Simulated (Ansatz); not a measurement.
NaBr (rock salt, Fm-3m), LDA in the plane-wave PAW code Ansatz: ε∞ = 3.06, cell volume 48.40 Å³. Infrared-active transverse modes:

| ω_TO (cm⁻¹) | oscillator strength S_xx (e²/amu) |
|---|---|
| 152.8 | 0.06831 |

Task: Compute the static dielectric constant.

Result: Each mode adds (4.921e7/V) S/ω²: 2.97. So ε0 = 6.03.

Task: What LO frequency does the Lyddane–Sachs–Teller relation give?

Result: ω_LO = ω_TO √(ε0/ε∞) = 215 cm⁻¹.

The cell was relaxed with LDA under the symmetry of its start; phonons on a q-mesh show no instability. Scalar-relativistic: spin–orbit coupling is off unless named, which matters more the heavier the elements.

Potentials: the later of the program's two PAW sets.
